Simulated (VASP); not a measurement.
# ZnSe (Stilleite) (F-43m) in VASP: further runs, part 2 of 2

VASP 6.6.1. The steps go on from the part before.

**3. Relaxation of the atoms, PBE+D3(BJ) (a relaxed cell with its volume scaled by 1.06)**

INCAR reads:

```
ALGO = Normal
EDIFF = 1E-7
EDIFFG = -0.01
ENCUT = 600
GGA = PE
IBRION = 2
ISIF = 2
ISMEAR = 0
IVDW = 12
LASPH = T
LCHARG = F
LREAL = F
LWAVE = F
NELM = 80
NSW = 40
PREC = Accurate
SIGMA = 0.03
```

KPOINTS reads:

```
k-points
0
Gamma
  8 8 8
```

POSCAR reads:

```
ZnSe                                    
1.0
    0.0000000000      2.8867507284      2.8867507284
    2.8867507284     -0.0000000000      2.8867507284
    2.8867507284      2.8867507284      0.0000000000
  Zn              Se            
     1     1
Direct
     1.0000000000000000    1.0000000000000000    1.0000000000000000
     0.2500000000000000    0.2500000000000000    0.2500000000000000
```

Potentials or basis: VASP PAW PBE potentials, release 64 (Zn, Se).

Started as:

```bash
$ cat potpaw_PBE.64/Zn/POTCAR potpaw_PBE.64/Se/POTCAR > POTCAR
$ mpirun -np 1 vasp_std > vasp.out
```

OUTCAR:

```text
EDIFF = 1E-7
   EDIFFG = -0.01
   ENCUT = 600
   GGA = PE
   IBRION = 2
   ISIF = 2
   ISMEAR = 0
   IVDW = 12
   LASPH = T
   LREAL = F
   NELM = 80
   NSW = 40
   PREC = Accurate
 IVDW          = 12

 ion  position               nearest neighbor table
   1  0.000  0.000  0.000-   2 2.50   2 2.50   2 2.50   2 2.50
   2  0.250  0.250  0.250-   1 2.50   1 2.50   1 2.50   1 2.50

  LATTYP: Found a face centered cubic cell.
 ALAT       =     5.7735014568

  Lattice vectors:

 A1 = (   0.0000000000,   2.8867507284,   2.8867507284)
 A2 = (   2.8867507284,   0.0000000000,   2.8867507284)
 A3 = (   2.8867507284,   2.8867507284,   0.0000000000)

Analysis of symmetry for initial positions (statically):
=====================================================================
 Subroutine PRICEL returns:
 Original cell was already a primitive cell.

 Routine SETGRP: Setting up the symmetry group for a
 face centered cubic supercell.

 Subroutine GETGRP returns: Found 24 space group operations
 (whereof 24 operations were pure point group operations)
 out of a pool of 48 trial point group operations.

The static configuration has the point symmetry T_d .

Analysis of symmetry for dynamics (positions and initial velocities):
=====================================================================
 Subroutine PRICEL returns:
 Original cell was already a primitive cell.

 Routine SETGRP: Setting up the symmetry group for a
 face centered cubic supercell.

 Subroutine GETGRP returns: Found 24 space group operations
 (whereof 24 operations were pure point group operations)
 out of a pool of 48 trial point group operations.

The dynamic configuration has the point symmetry T_d .

 Subroutine INISYM returns: Found 24 space group operations
 (whereof 24 operations are pure point group operations),
 and found     1 'primitive' translations

----------------------------------------------------------------------------------------

                                     Primitive cell

  volume of cell :      48.1125

  direct lattice vectors                    reciprocal lattice vectors
     0.000000000  2.886750728  2.886750728    -0.173205118  0.173205118  0.173205118
[... 127 lines left out ...]

 Free energy of the ion-electron system (eV)
  ---------------------------------------------------
  ext. energy  EPLUGINS =         0.00000000
  ---------------------------------------------------
  free energy    TOTEN  =        -6.02977540 eV

  energy without entropy =       -6.02977540  energy(sigma->0) =       -6.02977540

 E-fermi :   1.2724     XC(G=0):  -9.0703

 val. band max:        1.1526075365   @ k =   0.0000   0.0000   0.0000
 cond. band min:       2.2237586227   @ k =   0.0000   0.0000   0.0000
 fundamental gap:      1.0711510862
 Fermi energy:         1.2724147191

 k-point     1 :       0.0000    0.0000    0.0000
  band No.  band energies     occupation
      1     -11.7661      2.00000
      2      -5.2075      2.00000
      3      -5.2075      2.00000
      4      -5.2075      2.00000
      5      -4.8862      2.00000
      6      -4.8862      2.00000
      7       1.1526      2.00000
      8       1.1526      2.00000
      9       1.1526      2.00000
     10       2.2238      0.00000
     11       6.9657      0.00000
     12       6.9658      0.00000
     13       6.9658      0.00000
[... 354 lines left out ...]
  band No.  band energies     occupation
      1     -10.9524      2.00000
      2      -5.1126      2.00000
      3      -5.0834      2.00000
      4      -4.9105      2.00000
      5      -4.8793      2.00000
      6      -4.7019      2.00000
      7      -3.4374      2.00000
      8      -1.0701      2.00000
      9      -0.1780      2.00000
     10       5.2135      0.00000
     11       6.7403      0.00000
     12       8.4173      0.00000
     13       9.6421      0.00000

 [... further k-points ...]

------------------------ aborting loop because EDIFF is reached ----------------------------------------

 Edisp (eV)   -0.60569

 E8    (eV) :    -0.2526

  FORCE on cell =-STRESS in cart. coord.  units (eV):
  Direction    XX          YY          ZZ          XY          YZ          ZX
  --------------------------------------------------------------------------------------
  -------------------------------------------------------------------------------------
  Total      -0.97668    -0.97668    -0.97668     0.00000     0.00000     0.00000
  in kB     -32.52417   -32.52417   -32.52417     0.00000     0.00000     0.00000
  external pressure =      -32.52 kB  Pullay stress =        0.00 kB

 VOLUME and BASIS-vectors are now :
 -----------------------------------------------------------------------------
  energy-cutoff  :      600.00
  volume of cell :       48.11
      direct lattice vectors                 reciprocal lattice vectors
     0.000000000  2.886750728  2.886750728    -0.173205118  0.173205118  0.173205118
     2.886750728  0.000000000  2.886750728     0.173205118 -0.173205118  0.173205118
     2.886750728  2.886750728  0.000000000     0.173205118  0.173205118 -0.173205118

 POSITION                                       TOTAL-FORCE (eV/Angst)
 -----------------------------------------------------------------------------------
      0.00000      0.00000      0.00000         0.000000      0.000000      0.000000
      1.44338      1.44338      1.44338        -0.000000     -0.000000     -0.000000
 -----------------------------------------------------------------------------------
    total drift:                                0.000000      0.000000     -0.000000

  FREE ENERGIE OF THE ION-ELECTRON SYSTEM (eV)
  ---------------------------------------------------
  free  energy   TOTEN  =        -6.6354670191 eV

  energy  without entropy=       -6.6354670190  energy(sigma->0) =       -6.63546702

 reached required accuracy - stopping structural energy minimisation
```

OSZICAR:

```text
N       E                     dE             d eps       ncg     rms          rms(c)
DAV:   1     0.898374510047E+02    0.89837E+02   -0.96876E+03   754   0.173E+03
DAV:   2     0.261689994427E+00   -0.89576E+02   -0.84737E+02   799   0.284E+02
DAV:   3    -0.624954681641E+01   -0.65112E+01   -0.64753E+01   944   0.741E+01
DAV:   4    -0.632101731231E+01   -0.71470E-01   -0.71450E-01   809   0.833E+00
DAV:   5    -0.632141573294E+01   -0.39842E-03   -0.39842E-03   899   0.598E-01    0.430E+00
DAV:   6    -0.604592467401E+01    0.27549E+00   -0.69696E-01  1097   0.281E+01    0.333E+00
DAV:   7    -0.602931934367E+01    0.16605E-01   -0.17999E-01   829   0.428E+00    0.141E+00
DAV:   8    -0.602937949805E+01   -0.60154E-04   -0.42814E-03   874   0.645E-01    0.436E-01
DAV:   9    -0.602966972054E+01   -0.29022E-03   -0.10336E-03   842   0.295E-01    0.692E-02
DAV:  10    -0.602975595375E+01   -0.86233E-04   -0.12737E-04   849   0.125E-01    0.159E-02
DAV:  11    -0.602977392452E+01   -0.17971E-04   -0.31115E-05   842   0.674E-02    0.527E-03
DAV:  12    -0.602977525919E+01   -0.13347E-05   -0.35884E-06   879   0.211E-02    0.362E-03
DAV:  13    -0.602977536392E+01   -0.10474E-06   -0.71313E-07   824   0.856E-03    0.881E-04
DAV:  14    -0.602977540487E+01   -0.40949E-07   -0.38281E-08   597   0.330E-03
   1 F= -.66354670E+01 E0= -.66354670E+01  d E =-.663547E+01
```

CONTCAR:

```text
ZnSe
   1.00000000000000
     0.0000000000000000    2.8867507284000000    2.8867507284000000
     2.8867507284000000    0.0000000000000000    2.8867507284000000
     2.8867507284000000    2.8867507284000000    0.0000000000000000
  Zn              Se
     1     1
Direct
     0.0000000000000000    0.0000000000000000    0.0000000000000000
     0.2500000000000000    0.2500000000000000    0.2500000000000000

  0.00000000E+00  0.00000000E+00  0.00000000E+00
  0.00000000E+00  0.00000000E+00  0.00000000E+00
```

It took 13 s on 1 thread of Intel Xeon 6975P-C (Granite Rapids), shared host; peak memory 0.21 GiB.

What came out:

* Free energy: -6.6355 eV
* Pressure after relaxing: -3.3 GPa
* Band gap on the k mesh: 1.07 eV, direct
* Dispersion energy per atom: -0.303 eV

Final structure:
```
Zn Se
1.0
     0.00000    2.88675    2.88675
     2.88675    0.00000    2.88675
     2.88675    2.88675    0.00000
Zn Se
1 1
Direct
  0.00000 0.00000 0.00000
  0.25000 0.25000 0.25000
```

Caveat: the relaxation stopped at its first step, so nothing moved.
